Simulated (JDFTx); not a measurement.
Write the native input for JDFTx 1.7.0 (patched build) that does the following.

- Task: single point
- Functional: HLE16
- Potentials or basis: PseudoDojo-SR-PBE-0.5-standard
- Cutoff: 1116 eV
- Density cutoff: 8925 eV
- k mesh: 13 × 13 × 13
- Occupations: fermi-dirac, width 0.05 eV
- Spin: no spin polarisation
- Bands: 9
- Density cutoff over wavefunction cutoff: 8
- Max SCF steps: 100
- SCF threshold on the energy: 1e-09 Ha
- Solver of the electrons: scf
- Further solve for the empty bands: yes

C:

```xyz
2
Lattice="0.0000 1.7834 1.7834 1.7834 0.0000 1.7834 1.7834 1.7834 0.0000" Properties=species:S:1:pos:R:3 pbc="T T T"
C     2.6751    2.6751    2.6751
C     1.7834    1.7834    1.7834
```

This isn't the form of C at room conditions, which is graphite.

The input as run:

C.in

```
lattice \
    0.0000000000     3.3700808789     3.3700808789 \
    3.3700808789     0.0000000000     3.3700808789 \
    3.3700808789     3.3700808789     0.0000000000
coords-type Lattice
ion C      0.7500000000     0.7500000000     0.7500000000 1
ion C      0.5000000000     0.5000000000     0.5000000000 1

ion-species pseudo/C.upf
elec-cutoff 41 328
elec-ex-corr gga-hle16
kpoint-folding 13 13 13
elec-smearing Fermi 0.0018374661
elec-n-bands 9
electronic-SCF nIterations 100 energyDiffThreshold 1e-09
electronic-minimize nIterations 30 energyDiffThreshold 1e-7
converge-empty-states yes
forces-output-coords Cartesian

dump-name run.$VAR
dump End Ecomponents EigStats BandEigs Kpoints Forces Stress ElecDensity Dtot KEdensity
```

Potentials or basis: PseudoDojo-SR-PBE-0.5-standard.

Run with:

```console
$ jdftx -c 1 -i C.in -o C.out
```

Results of the run:

| Item | Value |
| --- | --- |
| Pressure | -97.5 GPa |
| Band gap on the k mesh | 4.91 eV, indirect (least direct gap 5.86 eV) |

Caveat: the cell as given lies far from equilibrium; the potentials were made for a functional far from this one; so large a pressure means that the cell lies far from this level's equilibrium, or that cutoff or potentials fall short; the potentials were made for another functional, which shifts forces and pressure; an odd mesh through Γ misses points on the zone boundary, where band edges often lie.

Run time: 23 s on 1 thread of Arm Neoverse V2, with other jobs on the host, peak memory 0.09 GiB.
